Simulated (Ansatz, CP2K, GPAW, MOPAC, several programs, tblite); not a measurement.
**CuI (P4/nmm) from semi-empirical methods to plane-wave DFT**

CuI (P4/nmm) from a database of computed structures, relaxed with r2SCAN+rVV10 in Ansatz, was computed with several methods. It is tetragonal, P4/nmm (No. 129); conventional cell a = 4.055 Å, c = 6.346 Å, 26.09 Å³ an atom. Cu has 4 I at 2.64 Å; I has 4 Cu at 2.64 Å. Calculated for a static, non-magnetic cell.

```yaml
crystal:
  lattice:
    - [4.05511, 0.00000, 0.00000]
    - [0.00000, 4.05511, 0.00000]
    - [0.00000, 0.00000, 6.34568]
  atoms:
    - { symbol: Cu, position: [0.50000, 0.50000, 0.00000] }
    - { symbol: Cu, position: [0.00000, 0.00000, 0.00000] }
    - { symbol: I, position: [0.50000, 0.00000, 0.26671] }
    - { symbol: I, position: [0.00000, 0.50000, 0.73329] }
```

Gaps and times are for a single point on this cell; volume and bulk modulus come from each method's own relaxation or energy curve at fixed shape, which is too stiff where a cell has free coordinates or axes. Times are rough, from shared hosts (Arm Neoverse V1), and each method has its own mesh and cell size. A double dagger marks a value from a curve with shape and coordinates held. PM6 (MOPAC), PM7 (MOPAC), GFN1-xTB (tblite), GFN2-xTB (tblite) treat a cluster of cells at its zone centre, which samples few k points: where these miss a band edge, the gap comes out too large for that reason alone. Gaps from k meshes are read at a limited set of points (mesh, symmetry points, PBE's band edges), so each method's own least gap may be somewhat smaller. xTB and the PM methods were fitted mostly to molecules, and can miss a solid's gap by electronvolts. Minimal bases can be far off for gaps. Curves at held shape can't give the bulk modulus of a layered or molecular crystal, so none is listed. GLLB-SC's gap includes the derivative discontinuity. d marks a direct gap, i an indirect one (no mark: not told apart), a dash a value that wasn't computed or didn't pass its checks.

| method | kind | gap (eV) | own volume (Å³/atom) | bulk modulus (GPa) | atoms computed | processor time |
| --- | --- | --- | --- | --- | --- | --- |
| GFN1-xTB (tblite) | tight binding | 4.33 | – | – | 32 | 1.5 s |
| light PBE (260 eV and a coarse mesh) | light plane-wave | 1.76 d | – | – | 4 | 1.8 s |
| GFN2-xTB (tblite) | tight binding | 4.96 | 27.04‡ | – | 32 | 2.2 s |
| PM7 (MOPAC) | semi-empirical | 10.45 | – | – | 32 | 4.3 s |
| PBE/single zeta (GPAW) | small basis | 0.17 d | – | – | 4 | 5.2 s |
| PBE | semilocal | 1.58 d | – | – | 4 | 10 s |
| PBE/SZV (CP2K) | small basis | 1.75 d | – | – | 4 | 12 s |
| PM6 (MOPAC) | semi-empirical | 5.59 | – | – | 32 | 12 s |
| r2SCAN | semilocal | 2.08 d | – | – | 4 | 22 s |
| GLLB-SC (GPAW) | model potential | 3.16 | – | – | 4 | 26 s |
| PBE/DZVP (CP2K) | small basis | 1.57 d | 28.27‡ | – | 4 | 28 s |

Against r2SCAN (2.08 eV) and with closed or daggered gaps left aside, the nearest gap at the points sampled is that of light PBE (260 eV and a coarse mesh) (-0.32 eV) and the farthest that of PM7 (MOPAC) (+8.37 eV). r2SCAN is only a yardstick of convenience: semilocal gaps usually lie below measured ones, which GLLB-SC and hybrids aim to mend.

Spin-orbit coupling is left out, which matters wherever the heavy atoms make up the band edges.
